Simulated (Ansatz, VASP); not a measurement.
## One calculation of Se, two programs

```
Se
1.0
     3.33243    0.00000    0.00000
    -1.66622    2.88597    0.00000
     0.00000    0.00000    5.25319
Se
3
Direct
  0.66667 0.33333 0.72496
  0.66667 0.33333 0.27504
  0.00000 0.00000 0.00000
```

Alike in both runs: task relaxation of cell and atoms; functional PBE; k mesh 6 × 6 × 4; occupations gaussian, width 0.1 eV; no spin polarisation.

```csv
,VASP,Ansatz
version,VASP 6.6.1,Ansatz 0.2.0
potentials or method,"VASP PAW PBE potentials, release 64 (Se)","scalar-relativistic, plane waves, PAW"
plane-wave cutoff (eV),600,420
valence electrons in the cell,18,48
```

```csv
,VASP,Ansatz,Ansatz less VASP
"gap on the k mesh at the Fermi level, each at its own relaxed structure (eV)",none,none,-
relaxed volume (Å³/atom),25.67,25.55,-0.112
relaxed cell length with the largest relative difference (Å),3.831,3.823,-0.0080
energy change over the relaxation (meV/atom),-1226,-1216,+9.8
```

A gap of «none» marks a metal or a gap that the smearing closes. The two sets of potentials don't hold the same shells in valence.

Caveats: the k mesh is coarse (spacing up to 0.36 Å⁻¹), so the values aren't converged; the volume moved by over 15 % at a fixed basis, so the end points are rough (VASP).
